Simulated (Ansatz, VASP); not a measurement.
**NaS3 in VASP and in Ansatz**

Contents of INCAR:

```
PREC = Accurate ; ENCUT = 600
EDIFF = 1E-7 ; ISMEAR = 0
SIGMA = 0.1 ; LREAL = False
LASPH = True ; NELM = 100
ALGO = Normal ; ISIF = 3
LWAVE = False ; LCHARG = False
GGA = PE ; IBRION = 2
NSW = 90 ; EDIFFG = -0.04
```

The input KPOINTS:

```
regular mesh
0
Gamma
  4 4 4
```

POSCAR

```
NaS3
1.0
    0.0000000000      3.4416191000      3.4416191000
    3.4416191000      0.0000000000      3.4416191000
    3.4416191000      3.4416191000      0.0000000000
Na S
1 3
Direct
    0.0000000000      0.0000000000      0.0000000000
    0.5000000000      0.5000000000      0.5000000000
    0.2500000000      0.2500000000      0.2500000000
    0.7500000000      0.7500000000      0.7500000000
```

Input for Ansatz:

```yaml
crystal:
  lattice:
    - [0.0, 3.4416191, 3.4416191]
    - [3.4416191, 0.0, 3.4416191]
    - [3.4416191, 3.4416191, 0.0]
  atoms:
    - { symbol: Na, position: [0.0, 0.0, 0.0] }
    - { symbol: S, position: [0.5, 0.5, 0.5] }
    - { symbol: S, position: [0.25, 0.25, 0.25] }
    - { symbol: S, position: [0.75, 0.75, 0.75] }
basis:
  ecutwfc: 420
kpoints:
  mp_grid: { grid: [4, 4, 4] }
hamiltonian:
  xc: pbe
scf:
  occupations: { method: gaussian, width: 0.1 }
  lower_state_search: "off"
output:
  forces: true
  stress: true
  eigenvalues: true
relax:
  adjacent_minimum: "off"
  f_tol: 0.04
  max_steps: 70
  cell: { stress_tol: 0.4 }
```

Change from the starting cell: species swapped into the AlCu3 type (Fm-3m, No. 225).

Alike in both runs: task relaxation of cell and atoms; functional PBE; k mesh 4 × 4 × 4; occupations gaussian, width 0.1 eV; no spin polarisation.

|  | VASP | Ansatz |
| --- | --- | --- |
| version | VASP 6.6.1 | Ansatz 0.2.0 |
| potentials or method | VASP PAW PBE potentials, release 64 (Na_pv, S) | scalar-relativistic, plane waves, PAW |
| plane-wave cutoff (eV) | 600 | 420 |
| valence electrons in the cell | 25 | 27 |

Ansatz gave:

```
gap on the k mesh at the Fermi level, each at its own relaxed structure (eV) : none
relaxed volume (Å³/atom)                                                     : 18.37
relaxed cell length with the largest relative difference (Å)                 : 4.702
energy change over the relaxation (meV/atom)                                 : -32
```

Problem. What did VASP give for the same quantities?

Solution. gap on the k mesh at the Fermi level, each at its own relaxed structure (eV): none; relaxed volume (Å³/atom): 18.29; relaxed cell length with the largest relative difference (Å): 4.695; energy change over the relaxation (meV/atom): -32.

A gap of «none» marks a metal or a gap that the smearing closes. The two sets of potentials don't hold the same shells in valence.

Caveats: the k mesh is coarse (spacing up to 0.40 Å⁻¹), so the values aren't converged.
